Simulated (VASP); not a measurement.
# AlN (P6_3mc) in VASP: settings compared, part 2 of 2

VASP 6.6.1. Earlier steps stand in the parts before.

## Step 4: Band structure, PBE

The input, INCAR:

```
ALGO = Normal ; EDIFF = 1E-6
ENCUT = 450 ; GGA = PE
ISIF = 2 ; ISMEAR = 0
KPAR = 4 ; LASPH = True
LCHARG = False ; LREAL = False
LWAVE = False ; NELM = 120
PREC = Accurate ; SIGMA = 0.02
```

The input, KPOINTS:

```
k-points
0
Gamma
  12 12 8
```

The input, POSCAR:

```
AlN                                     
1.0
    3.1278342208      0.0000000000      0.0000000000
   -1.5639171604      2.7087839215      0.0000000000
    0.0000000000      0.0000000000      5.0156648444
  Al              N             
     2     2
Direct
     0.6666666699999979    0.3333333300000021    0.4992676207630851
     0.3333333300000021    0.6666666699999979    0.9992676207630851
     0.6666666699999979    0.3333333300000021    0.8807323792369175
     0.3333333300000021    0.6666666699999979    0.3807323792369175
```

The input, KPOINTS_OPT:

```
path GMKGALHA,LM,KH
20
line-mode
reciprocal
 0.0000000000  0.0000000000  0.0000000000  G
 0.5000000000  0.0000000000  0.0000000000  M

 0.5000000000  0.0000000000  0.0000000000  M
 0.3333333333  0.3333333333  0.0000000000  K

 0.3333333333  0.3333333333  0.0000000000  K
 0.0000000000  0.0000000000  0.0000000000  G

 0.0000000000  0.0000000000  0.0000000000  G
 0.0000000000  0.0000000000  0.5000000000  A

 0.0000000000  0.0000000000  0.5000000000  A
 0.5000000000  0.0000000000  0.5000000000  L

 0.5000000000  0.0000000000  0.5000000000  L
 0.3333333333  0.3333333333  0.5000000000  H

 0.3333333333  0.3333333333  0.5000000000  H
 0.0000000000  0.0000000000  0.5000000000  A

 0.5000000000  0.0000000000  0.5000000000  L
 0.5000000000  0.0000000000  0.0000000000  M

 0.3333333333  0.3333333333  0.0000000000  K
 0.3333333333  0.3333333333  0.5000000000  H
```

Potentials or basis: VASP PAW PBE potentials, release 64 (Al, N).

Launch:

```sh
$ cat potpaw_PBE.64/Al/POTCAR potpaw_PBE.64/N/POTCAR > POTCAR
$ mpirun -np 4 vasp_std > vasp.out
```

OUTCAR:

```text
EDIFF = 1E-6
   ENCUT = 450
   GGA = PE
   ISIF = 2
   ISMEAR = 0
   LASPH = True
   LREAL = False
   NELM = 120
   PREC = Accurate

 ion  position               nearest neighbor table
   1  0.667  0.333  0.499-   4 1.90   4 1.90   4 1.90   3 1.91   2 3.09   2 3.09   2 3.09   2 3.09
                             2 3.09   2 3.09
   2  0.333  0.667  0.999-   3 1.90   3 1.90   3 1.90   4 1.91   1 3.09   1 3.09   1 3.09   1 3.09
                             1 3.09   1 3.09
   3  0.667  0.333  0.881-   2 1.90   2 1.90   2 1.90   1 1.91
   4  0.333  0.667  0.381-   1 1.90   1 1.90   1 1.90   2 1.91

  LATTYP: Found a hexagonal cell.
 ALAT       =     3.1278342208
 C/A-ratio  =     1.6035584019

  Lattice vectors:

 A1 = (   3.1278342208,   0.0000000000,   0.0000000000)
 A2 = (  -1.5639171604,   2.7087839215,   0.0000000000)
 A3 = (   0.0000000000,   0.0000000000,   5.0156648444)

Analysis of symmetry for initial positions (statically):
=====================================================================
 Subroutine PRICEL returns:
[... 194 lines left out ...]
      7       5.7816      2.00000
      8       5.9805      2.00000
      9      10.0432      0.00000
     10      12.5116      0.00000
     11      16.4600      0.00000
     12      17.0278      0.00000
[... 331 lines left out ...]
 k-point    24 :       0.3333   -0.0000    0.1250
  band No.  band energies     occupation
      1      -7.8362      2.00000
      2      -6.5607      2.00000
      3       1.2129      2.00000
      4       2.0180      2.00000
      5       2.6384      2.00000
      6       4.2110      2.00000
      7       5.1795      2.00000
      8       5.3812      2.00000
      9      11.9031      0.00000
     10      12.5950      0.00000
     11      14.1658      0.00000
     12      16.0827      0.00000

 [... further k-points ...]

------------------------ aborting loop because EDIFF is reached ----------------------------------------

  FORCE on cell =-STRESS in cart. coord.  units (eV):
  Direction    XX          YY          ZZ          XY          YZ          ZX
  --------------------------------------------------------------------------------------
  -------------------------------------------------------------------------------------
  Total       -0.1593806     -0.1593806     -0.1703327      0.0000000      0.0000000      0.0000000
  in kB       -6.0089629     -6.0089630     -6.4218782      0.0000001      0.0000000      0.0000000
  external PRESSURE =      -6.1466014 kB  Pullay stress =       0.0000000 kB

 VOLUME and BASIS-vectors are now :
 -----------------------------------------------------------------------------
  energy-cutoff  :      450.00
  volume of cell :       42.50
      direct lattice vectors                 reciprocal lattice vectors
     3.127834221  0.000000000  0.000000000     0.319710039  0.184584681  0.000000000
    -1.563917160  2.708783921  0.000000000     0.000000000  0.369169350  0.000000000
     0.000000000  0.000000000  5.015664844     0.000000000  0.000000000  0.199375363

 POSITION                                       TOTAL-FORCE (eV/Angst)
 -----------------------------------------------------------------------------------
      1.56392      0.90293      2.50416         0.000000     -0.000000     -0.000917
     -0.00000      1.80586      5.01199        -0.000000     -0.000000     -0.000917
      1.56392      0.90293      4.41746        -0.000000      0.000000      0.000917
     -0.00000      1.80586      1.90963         0.000000     -0.000000      0.000917
 -----------------------------------------------------------------------------------
    total drift:                               -0.000009      0.000005      0.000483

  FREE ENERGIE OF THE ION-ELECTRON SYSTEM (eV)
  ---------------------------------------------------
  free  energy   TOTEN  =       -29.7869656122 eV

  energy  without entropy=      -29.7869656122  energy(sigma->0) =      -29.78696561
```

OSZICAR:

```text
N       E                     dE             d eps       ncg     rms          rms(c)
DAV:   1     0.450449861199E+02    0.45045E+02   -0.69899E+03  2280   0.105E+03
DAV:   2    -0.307713107754E+02   -0.75816E+02   -0.69466E+02  3288   0.205E+02
DAV:   3    -0.344323218331E+02   -0.36610E+01   -0.36448E+01  2976   0.495E+01
[... 19 lines left out ...]
DAV:   8     0.146660183572E+04   -0.92784E-06     1964
       N       E                     dE             ncg
DAV:   1     0.102495693710E+05   -0.42610E+05     2040
DAV:   2     0.481050389068E+04   -0.54391E+04     2996
DAV:   3     0.456293177497E+04   -0.24757E+03     2644
DAV:   4     0.456073613487E+04   -0.21956E+01     2316
DAV:   5     0.456070148856E+04   -0.34646E-01     2548
DAV:   6     0.456070062500E+04   -0.86356E-03     2340
DAV:   7     0.456070059943E+04   -0.25569E-04     2460
DAV:   8     0.456070059858E+04   -0.85132E-06     1532
```

stdout:

```text
POSCAR found type information on POSCAR AlN
 POSCAR found :  2 types and       4 ions
 scaLAPACK will be used
 LDA part: xc-table for (Slater+PW92), standard interpolation
 POSCAR, INCAR and KPOINTS ok, starting setup
 FFT: planning ... GRIDC
 FFT: planning ... GRID_SOFT
 FFT: planning ... GRID
 WAVECAR not read
 entering main loop
 Start KPOINTS_OPT (optional k-point list driver)
k-point batch [1-95\180]
k-point batch [96-180\180]
```

Wall time 38 s (4 MPI ranks of Intel Xeon Platinum 8375C at 2.90GHz (Ice Lake), shared host); peak memory 0.18 GiB.

What came out:

```
Free energy             : -29.7870 eV
Band gap on the k mesh  : 4.06 eV, direct
Band gap along the path : 4.06 eV, direct
```

Levels at the corners of the path, in eV from the valence-band top:
```tsv
point	band 6	band 7	band 8	band 9	band 10	band 11
Γ	-0.20	-0.20	0.00	4.06	6.53	10.48
M	-2.05	-1.75	-0.68	5.77	5.77	8.04
M	-2.05	-1.75	-0.68	5.77	5.77	8.04
K	-2.41	-2.35	-2.35	5.05	8.29	9.57
K	-2.41	-2.35	-2.35	5.05	8.29	9.57
Γ	-0.20	-0.20	0.00	4.06	6.53	10.48
Γ	-0.20	-0.20	0.00	4.06	6.53	10.48
A	-0.53	-0.53	-0.53	6.33	6.33	10.18
A	-0.53	-0.53	-0.53	6.33	6.33	10.18
L	-1.44	-1.35	-1.35	5.25	5.25	9.16
L	-1.44	-1.35	-1.35	5.25	5.25	9.16
H	-3.79	-0.79	-0.79	7.37	7.37	7.72
H	-3.79	-0.79	-0.79	7.37	7.37	7.72
A	-0.53	-0.53	-0.53	6.33	6.33	10.18
L	-1.44	-1.35	-1.35	5.25	5.25	9.16
M	-2.05	-1.75	-0.68	5.77	5.77	8.04
K	-2.41	-2.35	-2.35	5.05	8.29	9.57
H	-3.79	-0.79	-0.79	7.37	7.37	7.72
```

Caveat: the cutoff is under 1.25 times the usual one of these potentials, so pressure, stress and relaxed cells hold a basis-set (Pulay) error.

## Step 5: Summary

| task | level | potentials or basis | k mesh | gap on the mesh (eV) |
| --- | --- | --- | --- | --- |
| dielectric tensor | PBE | VASP PAW PBE potentials, release 64 (Al, N) | 12 × 12 × 7 | 4.06 |
| band structure | LDA | VASP PAW LDA potentials, release 64 (Al, N) | 12 × 12 × 8 | 4.08 |
| band structure | PBE | VASP PAW PBE potentials, release 64 (Al, N) | 12 × 12 × 8 | 4.06 |

Alike in all rows: no spin polarisation; cell as given; cutoff (eV) 450; smearing gaussian 0.02 eV.

Caveats: the cutoff is under 1.25 times the usual one of these potentials, so pressure, stress and relaxed cells hold a basis-set (Pulay) error; an odd mesh through Γ misses points on the zone boundary, where band edges often lie (some runs).

Absolute energies hang on the potentials; compare differences alone.

## Step 6: Against experiment

Step 2. The gap isn't set beside the measured one, since this odd mesh misses points on the zone boundary.

Step 3. A measured gap of AlN is 6.0343 eV (an exciton energy, a little under the gap; 0 K; quoted in “Structural and optical properties of self-assembled AlN nanowires grown on SiO2/Si substrates by molecular beam epitaxy”, 2024, arxiv:2402.00216); the calculated 4.08 eV misses it by -1.95 eV. 2 values of this kind are on record (6.034 to 6.0343 eV); this one was drawn at random. The value is that of LDA, without temperature or zero-point motion. Semilocal functionals fall short of measured gaps as a rule. The cell is a database's relaxed one, not the measured one, which moves gaps too.

Step 4. A measured gap of AlN is 6.034 eV (an exciton energy, a little under the gap; 10 K; quoted in “Self-assembly of well-separated AlN nanowires directly on sputtered metallic TiN films”, 2019, arxiv:1910.07391); the calculated 4.06 eV misses it by -1.97 eV. 2 values of this kind are on record (6.034 to 6.0343 eV); this one was drawn at random. The value is that of PBE, without temperature or zero-point motion. Semilocal functionals fall short of measured gaps as a rule. The cell is a database's relaxed one, not the measured one, which moves gaps too.
